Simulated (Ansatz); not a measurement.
The system is CuO (Tenorite).

```xyz
4
Lattice="2.3418 -1.7113 0.0000 2.3418 1.7113 0.0000 -0.8500 0.0000 5.0579" Properties=species:S:1:pos:R:3 pbc="T T T"
Cu    0.7459   -0.8557    2.5289
Cu    1.1709    0.8557    0.0000
O     1.7043    0.2793    3.7934
O     2.1293   -0.2793    1.2645
```

Base run:

| Item | Value |
| --- | --- |
| Program | Ansatz 0.2.0 |
| Functional | PBEsol |
| Potentials or basis | all-electron LAPW, scalar-relativistic |
| Cutoff | 406 eV (chosen from the basis error) |
| Basis error allowed | 0.002 eV/atom |
| k mesh | 10 × 10 × 5 |
| Occupations | fermi-dirac, width 0.05 eV |
| Spin | no spin polarisation |

Its results: band gap on the k mesh none (metal or under the smearing width); pressure -2.7 GPa; largest force 0.358 eV/Å.

**Question.** After a change of settings the same cell gave: band gap on the k mesh none (metal or under the smearing width); pressure -0.9 GPa; largest force 0.258 eV/Å. Which change was it?
A. hubbard terms from none to Cu d U = 4 eV
B. functional from PBEsol to PBE; occupations from fermi-dirac, width 0.05 eV to gaussian, width 0.02 eV
C. hubbard terms from none to Cu d U = 2 eV

**Answer.** A.

Caveats: the run has no spin polarisation, though such a crystal can be magnetic; the density of states is complete only up to the lowest level of the last band computed; semilocal functionals often make such compounds metallic where correlation or magnetic order opens a gap, which also shifts bond lengths (some runs); U is the effective U less J, on atomic orbitals that reach past the spheres (some runs); U without spin polarisation on a metal has little footing (some runs).
